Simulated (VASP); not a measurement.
# HfN (F-43m) in VASP: a series of runs

One crystal, HfN, is run at these levels: PBEsol; tasks: single point.

Program: VASP 6.6.1. These are calculated values, not measurements. Logs are shortened: lines on timing, memory, paths and dates and some standing lists are left out, and cuts for length are marked.

## Step 1: The structure

It takes space group F-43m (No. 216, cubic). The conventional cell has a = 4.910 Å, b = 4.910 Å, c = 4.910 Å, α = 90.00°, β = 90.00°, γ = 90.00°. Hf (site symmetry -43m) has 4 N at 2.13 Å as nearest neighbours. N (site symmetry -43m) is surrounded by 4 Hf at 2.13 Å.

The cell comes from a database or a generator and needn't be the stable form of this composition.

## Step 2: Single point, PBEsol

INCAR reads:

```
SYSTEM = HfN
PREC = Accurate ; ENCUT = 460
EDIFF = 1E-4 ; ISMEAR = 0
SIGMA = 0.05 ; LREAL = .False.
LASPH = .True. ; NELM = 100
ALGO = Normal ; ISIF = 2
LWAVE = .False. ; LCHARG = .False.
GGA = PS ; ADDGRID = .False.
```

KPOINTS reads:

```
Automatic mesh
0
Gamma
  5 5 5
  0 0 0
```

POSCAR reads:

```
HfN
1.0
    0.0000000000      2.4548220000      2.4548220000
    2.4548220000      0.0000000000      2.4548220000
    2.4548220000      2.4548220000      0.0000000000
Hf N
1 1
Direct
    0.0013890000     -0.0035870000      0.0084710000
    0.2560200000      0.2829830000      0.2320270000
```

Potentials or basis: VASP PAW PBE potentials, release 64 (Hf_pv, N).

On the command line:

```console
$ cat potpaw_PBE.64/Hf_pv/POTCAR potpaw_PBE.64/N/POTCAR > POTCAR
$ mpirun -np 1 vasp_std > vasp.out
```

OUTCAR:

```text
SYSTEM = HfN
   PREC = Accurate
   ENCUT = 460
   EDIFF = 1E-4
   ISMEAR = 0
   LREAL = .False.
   LASPH = .True.
   NELM = 100
   ISIF = 2
   GGA = PS

 Found     63 irreducible k-points:

 Following reciprocal coordinates:
            Coordinates               Weight
  0.000000  0.000000  0.000000      1.000000
  0.200000  0.000000  0.000000      2.000000
  0.000000  0.200000  0.000000      2.000000
  0.000000  0.000000  0.200000      2.000000
  0.200000  0.200000  0.200000      2.000000
  0.400000  0.000000  0.000000      2.000000
   k-points           NKPTS =     63   k-points in BZ     NKDIM =     63   number of bands    NBANDS=     11
   number of dos      NEDOS =    301   number of ions     NIONS =      2
   total plane-waves  NPLWV =  13824
   dimension x,y,z NGX =    24 NGY =   24 NGZ =   24
   dimension x,y,z NGXF=    48 NGYF=   48 NGZF=   48
   ions per type =               1   1
   NGX,Y,Z   is equivalent  to a cutoff of  11.49, 11.49, 11.49 a.u.
   NGXF,Y,Z  is equivalent  to a cutoff of  22.99, 22.99, 22.99 a.u.
 SYSTEM =  HfN
   PREC   = accura    normal or accurate (medium, high low for compatibility)
   ISTART =      0    job   : 0-new  1-cont  2-samecut
   ICHARG =      2    charge: 1-file 2-atom 10-const
   ISPIN  =      1    spin polarized calculation?
   LNONCOLLINEAR =      F non collinear calculations
   LSORBIT =      F    spin-orbit coupling
   LASPH  =      T    aspherical Exc in radial PAW
   ENCUT  =  460.0 eV  33.81 Ry    5.81 a.u.   6.07  6.07  6.07*2*pi/ulx,y,z
   NELM   =    100;   NELMIN=  2; NELMDL= -5     # of ELM steps
   EDIFF  = 0.1E-03   stopping-criterion for ELM
   LREAL  =      F    real-space projection
   EDIFFG = 0.1E-02   stopping-criterion for IOM
   NSW    =      0    number of steps for IOM
   IBRION =     -1    ionic relax: 0-MD 1-quasi-New 2-CG
   NFREE  =      0    steps in history (QN), initial steepest desc. (CG)
   ISIF   =      2    stress and relaxation
   ISYM   =      2    0-nonsym 1-usesym 2-fastsym
   POTIM  = 0.5000    time-step for ionic-motion
   TEBEG  =    0.0;   TEEND  =   0.0 temperature during run
   PSTRESS=    0.0 pullay stress
   NELECT =      15.0000    total number of electrons
   NUPDOWN=      -1.0000    fix difference up-down
   EMIN   =  10.00;   EMAX   =-10.00  energy-range for DOS
   EFERMI =   0.00;   METHOD = LEGACY
   ISMEAR =     0;   SIGMA  =   0.05  broadening in eV -4-tet -1-fermi 0-gaus
   EFERMI_NEDOS =   21; number of points for ismear=-14 and -15
   IALGO  =     38    algorithm
   IMIX   =      4    mixing-type and parameters
     AMIX     =   0.40;   BMIX     =  1.00
     AMIX_MAG =   1.60;   BMIX_MAG =  1.00
  volume/ion in A,a.u.               =      14.79        99.83
  Fermi-wavevector in a.u.,A,eV,Ry     =   1.305395  2.466839 23.185087  1.704056
  Thomas-Fermi vector in A             =   2.436267
   LORBIT       =      0    0 simple, 1 ext, 2 COOP (PROOUT), +10 PAW based schemes
   GGA     = PS    functional components
   LHFCALC =     F    Hartree Fock is set to
   AEXX    =    0.0000 exact exchange contribution
   IVDW    =     0    specifies the selected vdW correction
   LEPSILON=     F    determine dielectric tensor
   LRPA    =     F    only Hartree local field effects (RPA)
 non-spin polarized calculation
 Gauss-broadening in eV      SIGMA  =   0.05
  energy-cutoff  :      460.00
  volume of cell :       29.59
 maximum number of plane-waves:       678
   NGX = 13   NGY = 13   NGZ = 13

 number of electron      15.0000000 magnetization

 Free energy of the ion-electron system (eV)
  ---------------------------------------------------
  ext. energy  EPLUGINS =         0.00000000
  ---------------------------------------------------
  free energy    TOTEN  =       -22.14396575 eV

  energy without entropy =      -22.14290219  energy(sigma->0) =      -22.14343397

 E-fermi :   5.6301     XC(G=0): -11.3929

 val. band max:        5.6072874947   @ k =   0.2000  -0.2000  -0.2000
 cond. band min:       5.6651096623   @ k =   0.4000   0.4000   0.2000
 fundamental gap:      0.0578221676
 Fermi energy:         5.6301021523

 k-point     1 :       0.0000    0.0000    0.0000
  band No.  band energies     occupation
      1     -25.4459      2.00000
      2     -25.4417      2.00000
      3     -25.4376      2.00000
      4     -10.4975      2.00000
      5       0.0102      2.00000
      6       0.1545      2.00000
      7       0.3174      2.00000
      8       4.8438      2.00000
      9       7.7814      0.00000
     10       7.7981      0.00000
     11      11.5635      0.00000

 k-point     2 :       0.2000    0.0000    0.0000
  band No.  band energies     occupation
      1     -25.6135      2.00000
      2     -25.4687      2.00000
      3     -25.4590      2.00000
      4     -10.0662      2.00000
      5      -0.4218      2.00000
      6       0.3904      2.00000
      7       0.4783      2.00000
      8       6.3985      0.00000
      9       7.4105      0.00000
     10       7.4772      0.00000
     11      11.4876      0.00000

 k-point     3 :       0.0000    0.2000    0.0000
  band No.  band energies     occupation
      1     -25.6280      2.00000
      2     -25.4655      2.00000
      3     -25.4602      2.00000
      4     -10.0155      2.00000
      5      -0.4939      2.00000
      6       0.5094      2.00000
      7       0.5833      2.00000
      8       6.3577      0.00000
      9       7.2820      0.00000
     10       7.3299      0.00000
     11      11.9329      0.00000

 k-point     4 :       0.0000    0.0000    0.2000
  band No.  band energies     occupation
      1     -25.5994      2.00000
      2     -25.4676      2.00000
      3     -25.4619      2.00000
      4     -10.1164      2.00000
      5      -0.3031      2.00000
      6       0.2867      2.00000
      7       0.3212      2.00000
      8       6.5492      0.00000
      9       7.4804      0.00000
     10       7.5692      0.00000
     11      10.9796      0.00000

 k-point     5 :       0.2000    0.2000    0.2000
  band No.  band energies     occupation
      1     -25.6080      2.00000
      2     -25.4673      2.00000
      3     -25.4583      2.00000
      4     -10.0979      2.00000
      5      -0.3571      2.00000
      6       0.3226      2.00000
      7       0.3950      2.00000
      8       6.4800      0.00000
      9       7.4296      0.00000
     10       7.5682      0.00000
     11      11.1572      0.00000

 k-point     6 :       0.4000    0.0000    0.0000
  band No.  band energies     occupation
      1     -25.8771      2.00000
      2     -25.5066      2.00000
      3     -25.4920      2.00000
      4      -9.4497      2.00000
      5      -0.2923      2.00000
      6       0.6218      2.00000
      7       0.8661      2.00000
      8       7.2402      0.00000
      9       7.6235      0.00000
     10       8.2488      0.00000
     11       9.9994      0.00000

 [... further k-points ...]
[... 5 lines left out ...]
  --------------------------------------------------------------------------------------
  -------------------------------------------------------------------------------------
  Total       -0.8678737     -0.8671060     -0.8960998     -0.9328492     -0.3784191      0.5827878
  in kB      -46.9977554    -46.9561799    -48.5262749    -50.5163571    -20.4924374     31.5595660
  external PRESSURE =     -47.4934034 kB  Pullay stress =       0.0000000 kB

 VOLUME and BASIS-vectors are now :
 -----------------------------------------------------------------------------
  energy-cutoff  :      460.00
  volume of cell :       29.59
      direct lattice vectors                 reciprocal lattice vectors
     0.000000000  2.454822000  2.454822000    -0.203680756  0.203680756  0.203680756
     2.454822000  0.000000000  2.454822000     0.203680756 -0.203680756  0.203680756
     2.454822000  2.454822000  0.000000000     0.203680756  0.203680756 -0.203680756

 POSITION                                       TOTAL-FORCE (eV/Angst)
 -----------------------------------------------------------------------------------
      2.46681      0.02420      2.44943         0.334681     -0.608707      0.838285
      1.26426      1.19807      1.32316        -0.334681      0.608707     -0.838285
 -----------------------------------------------------------------------------------
    total drift:                                0.000063      0.000077      0.000410

  FREE ENERGIE OF THE ION-ELECTRON SYSTEM (eV)
  ---------------------------------------------------
  free  energy   TOTEN  =       -22.1439657515 eV

  energy  without entropy=      -22.1429021935  energy(sigma->0) =      -22.14343397
```

OSZICAR:

```text
N       E                     dE             d eps       ncg     rms          rms(c)
DAV:   1     0.372403152727E+02    0.37240E+02   -0.75399E+03  1386   0.112E+03
DAV:   2    -0.229251504426E+02   -0.60165E+02   -0.56704E+02  1885   0.232E+02
DAV:   3    -0.254699068182E+02   -0.25448E+01   -0.25256E+01  1746   0.421E+01
DAV:   4    -0.254954893409E+02   -0.25583E-01   -0.25529E-01  1727   0.457E+00
DAV:   5    -0.254959044485E+02   -0.41511E-03   -0.41501E-03  1818   0.497E-01    0.554E+01
DAV:   6    -0.222986292531E+02    0.31973E+01   -0.20503E+01  1578   0.299E+01    0.404E+01
DAV:   7    -0.221689397086E+02    0.12969E+00   -0.11099E+00  1644   0.897E+00    0.245E+01
DAV:   8    -0.221514674685E+02    0.17472E-01   -0.89342E-02  1710   0.317E+00    0.503E+00
DAV:   9    -0.221443069284E+02    0.71605E-02   -0.37706E-02  1662   0.138E+00    0.153E+00
DAV:  10    -0.221439581054E+02    0.34882E-03   -0.21402E-03  1780   0.423E-01    0.408E-02
DAV:  11    -0.221439657515E+02   -0.76461E-05   -0.81846E-05  1119   0.999E-02
   1 F= -.22143966E+02 E0= -.22143434E+02  d E =-.106356E-02
```

stdout:

```text
POSCAR found type information on POSCAR HfN
 POSCAR found :  2 types and       2 ions
 scaLAPACK will be used
 -----------------------------------------------------------------------------
|                                                                             |
|                                                                             |
|     You enforced a specific xc type in the INCAR file but a different       |
|     I HOPE YOU KNOW WHAT YOU ARE DOING!                                     |
|                                                                             |
 -----------------------------------------------------------------------------

 LDA part: xc-table for (Slater+PW92), standard interpolation
 POSCAR, INCAR and KPOINTS ok, starting setup
 FFT: planning ... GRIDC
 FFT: planning ... GRID_SOFT
 FFT: planning ... GRID
 WAVECAR not read
 entering main loop
```

Wall time 7 s (1 thread of Intel Xeon 6975P-C (Granite Rapids), shared host); peak memory 0.14 GiB.

These settings aren't checked as converged: the numbers below hold their error.

Results:

- Free energy: -22.1440 eV
- Pressure: -4.7 GPa
- Largest force: 1.089 eV/Å
- Band gap on the k mesh: none (metal or under the smearing width)

Caveat: the k mesh is coarse (spacing up to 0.44 Å⁻¹), so the values aren't converged; the cutoff is under 1.25 times the usual one of these potentials, so pressure, stress and relaxed cells hold a basis-set (Pulay) error; the PAW data sets were made with another functional, which shifts forces and pressure a little.

## Step 3: Single point, PBEsol

INCAR: that of step 2 with these lines changed.

```diff
@@ -2,3 +2,3 @@
 PREC = Accurate ; ENCUT = 460
-EDIFF = 1E-4 ; ISMEAR = 0
+EDIFF = 1E-5 ; ISMEAR = 0
 SIGMA = 0.05 ; LREAL = .False.
```

KPOINTS is that of step 2.

POSCAR reads:

```
HfN
1.0
    0.0000000000      2.4548220000      2.4548220000
    2.4548220000      0.0000000000      2.4548220000
    2.4548220000      2.4548220000      0.0000000000
Hf N
1 1
Direct
    0.0000000000      0.0000000000      0.0000000000
    0.2500000000      0.2500000000      0.2500000000
```

Potentials or basis: VASP PAW PBE potentials, release 64 (Hf_pv, N).

On the command line:

```console
$ cat potpaw_PBE.64/Hf_pv/POTCAR potpaw_PBE.64/N/POTCAR > POTCAR
$ mpirun -np 1 vasp_std > vasp.out
```

Wall time 2.2 s (1 thread of Intel Xeon 6975P-C (Granite Rapids), shared host); peak memory 0.13 GiB.

The run converged, but some of its settings lie outside the range that counts as converged, so its numbers aren't taken as properties of the crystal.

Results:

```yaml
Free_energy: -22.1865 eV
Pressure: -6.1 GPa
Band_gap_on_the_k_mesh: none (metal or under the smearing width)
```

Caveat: the k mesh is coarse (spacing up to 0.44 Å⁻¹), so the values aren't converged; the cutoff is under 1.25 times the usual one of these potentials, so pressure, stress and relaxed cells hold a basis-set (Pulay) error; the PAW data sets were made with another functional, which shifts forces and pressure a little.

## Step 4: Single point, PBEsol

INCAR is that of step 3.

KPOINTS is that of step 3.

POSCAR reads:

```
HfN
1.0
    0.0000000000      2.4548220000      2.4548220000
    2.4548220000      0.0000000000      2.4548220000
    2.4548220000      2.4548220000      0.0000000000
Hf N
1 1
Direct
    0.0013890000     -0.0035870000      0.0084710000
    0.2560200000      0.2829830000      0.2320270000
```

On the command line:

```console
$ cat potpaw_PBE.64/Hf_pv/POTCAR potpaw_PBE.64/N/POTCAR > POTCAR
$ mpirun -np 1 vasp_std > vasp.out
```

Wall time 5.4 s (1 thread of Intel Xeon 6975P-C (Granite Rapids), shared host); peak memory 0.14 GiB.

These settings aren't checked as converged: the numbers below hold their error.

What came out:

| Property | Result |
| --- | --- |
| Free energy | -22.1440 eV |
| Pressure | -4.7 GPa |
| Largest force | 1.089 eV/Å |
| Band gap on the k mesh | none (metal or under the smearing width) |

Caveat: the k mesh is coarse (spacing up to 0.44 Å⁻¹), so the values aren't converged; the cutoff is under 1.25 times the usual one of these potentials, so pressure, stress and relaxed cells hold a basis-set (Pulay) error; the PAW data sets were made with another functional, which shifts forces and pressure a little.

## Step 5: For comparison

An earlier run on the cell as given: functional PBEsol; potentials or basis VASP PAW PBE potentials, release 64 (Hf_pv, N); cutoff 520 eV; k mesh 9 × 9 × 9; occupations fermi-dirac, width 0.05 eV; no spin polarisation.

- Pressure: -5.9 GPa
- Band gap on the k mesh: none (metal or under the smearing width)
